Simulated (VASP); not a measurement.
# GaAs: self-consistent run

GaAs, F-43m (no. 216), 2 atoms in the cell. Slater-PW92; PAW potentials As, Ga_d (PBE set).

## Input

INCAR:
```
SYSTEM = GaAs
ALGO = Normal
EDIFF = 1E-7
ENCUT = 520
GGA = PW92
GGA_COMPAT = .False.
ISIF = 2
ISMEAR = 0
LASPH = .True.
LCHARG = .False.
LREAL = .False.
LWAVE = .False.
NELM = 100
PREC = Accurate
SIGMA = 0.02
```

KPOINTS:
```
k-points
0
Gamma
  7 7 7
```

POSCAR:
```
GaAs
1.0
    0.0000000000      2.8268500000      2.8268500000
    2.8268500000      0.0000000000      2.8268500000
    2.8268500000      2.8268500000      0.0000000000
As Ga
1 1
Direct
    0.7500000000      0.7500000000      0.7500000000
    0.0000000000      0.0000000000      0.0000000000
```

Commands:
```
cat potpaw_PBE.64/As/POTCAR potpaw_PBE.64/Ga_d/POTCAR > POTCAR
mpirun -np 1 vasp_std > vasp.out
```

## Result

- Pressure (GPa): -1.62
- Gap on the mesh (eV): 0.335
- Fermi level (eV): 3.789

Levels at the zone centre (eV from the valence top there):

| 1 | 2 | 3 |
|---|---|---|
| 0.000 | 0.000 | 0.335 |

VASP 6.6.1 took 11 s on 1 core (AMD EPYC 9R14 (Zen 4)), a shared host.
